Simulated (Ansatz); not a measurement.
Computed with Ansatz 0.2.0, DFT PBE, scalar-relativistic, plane waves, PAW. All cells share a 420 eV cutoff and Γ-centred k meshes spaced at most about 0.3 Å⁻¹ (about 0.25 or finer for metals, 2π included). No spin polarisation.

Temperature and zero-point effects are left out.

Two forms of Hf₄Si were relaxed alike.

A.

```
CELL_PARAMETERS angstrom
-3.74343 3.74343 1.82668
3.74343 -3.74343 1.82668
3.74343 3.74343 -1.82668
ATOMIC_POSITIONS crystal
Hf 0.71795 0.91339 0.63134
Hf 0.91339 0.28205 0.19544
Hf 0.08661 0.71795 0.80456
Hf 0.28205 0.08661 0.36866
Si 0.50000 0.50000 0.00000
```

B.

```
CELL_PARAMETERS angstrom
6.25103 0.00000 0.00000
0.00000 6.25103 0.00000
0.00000 0.00000 5.52189
ATOMIC_POSITIONS crystal
Hf 0.66199 0.16199 0.74760
Hf 0.83801 0.66199 0.74760
Hf 0.33801 0.16199 0.25240
Hf 0.66199 0.83801 0.25240
Hf 0.16199 0.33801 0.74760
Hf 0.83801 0.33801 0.25240
Hf 0.16199 0.66199 0.25240
Hf 0.33801 0.83801 0.74760
Si 0.50000 0.50000 0.00000
Si 0.00000 0.00000 0.00000
```

**Question.** Which is lower in energy, and by how much?

**Answer.** B is lower, by 47 meV/atom. A has space group I4/m (No. 87), 20.5 Å³/atom and no gap on its mesh; B has space group P4/nbm (No. 125), 21.6 Å³/atom and no gap. Counting Hf atoms around Si (those within 1.25 times the shortest such distance or 1.15 times the sum of covalent radii, 1.27 where that leaves under three; a plus sign parts nearer from farther groups), A has Si 8+4 and B has Si 8. The lower one is the more open, so pressure narrows the difference. In A, around Hf lie 2 Si at 2.87 Å, 8 Hf at 3.08–3.12 Å, 1 Si at 3.50 Å and 3 Hf at 3.51–3.65 Å; Si has 8 Hf at 2.87 Å, 4 Hf at 3.50 Å and 2 Si at 3.65 Å. In B, Hf is surrounded by 2 Si at 2.73 Å, 1 Hf at 2.86 Å and 10 Hf at 3.15–3.45 Å; Si is surrounded by 8 Hf at 2.73 Å. Origin: A, invented, then shaken at random and relaxed again; B, invented.

These runs have no spin–orbit coupling, which can matter for Hf. Cells relaxed within their symmetry can be saddle points.
